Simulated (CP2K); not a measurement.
Zn:

```
CELL_PARAMETERS angstrom
2.77861 0.00000 0.00000
1.38931 2.40635 0.00000
1.38931 0.80212 2.26873
ATOMIC_POSITIONS crystal
Zn 0.00000 0.00000 0.00000
```

This isn't the form of Zn at room conditions, which is hcp.

Base run:

- Program: CP2K 2026.2
- Functional: PBEsol
- Potentials or basis: POTENTIAL_UZH Zn GTH-PBE-q12; TZVP-MOLOPT-PBE-GTH basis
- Density cutoff: 6123 eV
- k mesh: 12 × 12 × 12
- Occupations: fermi-dirac, width 0.0259 eV
- Spin: no spin polarisation

Its results: band gap on the k mesh none (metal or under the smearing width); pressure -5.0 GPa.

Problem. The run is repeated on the same cell with these changes: functional from PBEsol to PBE; occupations from fermi-dirac, width 0.0259 eV to fermi-dirac, width 0.05 eV. What comes out?

Solution. Band gap on the k mesh none (metal or under the smearing width); pressure 0.3 GPa.

Caveats: the basis of atomic orbitals isn't converged, which shifts pressures, moduli and gaps; the potentials were made for another functional, which shifts forces and pressure (some runs).
